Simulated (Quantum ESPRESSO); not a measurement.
Runs of Quantum ESPRESSO 7.5 on GaN. The structure is hexagonal, space group P6_3mc (No. 186). The conventional cell has a = 3.180 Å, b = 3.180 Å, c = 5.166 Å, α = 90.00°, β = 90.00°, γ = 120.00°. Ga (site symmetry 3m) is surrounded by 4 N at 1.94 to 1.95 Å. Around N (site symmetry 3m) lie 4 Ga at 1.94 to 1.95 Å. 

```csv
level,potentials or basis,form of the LDA correlation,pressure (GPa),largest force (eV/Å)
WC,GBRV 1.5 PBE,-,(b),0.13
BLYP,GBRV 1.5 PBE,-,(a),0.13
PBEsol,GBRV 1.5 PBEsol,-,1.5,0.13
AM05,GBRV 1.5 PBE,-,1.8,0.13
LDA,GBRV 1.5 LDA,PZ81,-3.7,0.13
```

Alike in all rows: task dielectric tensor; no spin polarisation; cell as given; k mesh 6 × 6 × 4, shifted; cutoff (eV) 762; smearing fermi-dirac 0.05 eV.

Problem. Fill in the values left out.

Solution. (a) 14.0; (b) 2.1.

Caveats: the potentials were made for another functional, which shifts forces and pressure (some runs); the cell is more than 3 GPa from zero pressure, which shifts response properties (some runs).

Runs at the PBE level aren't shown here.
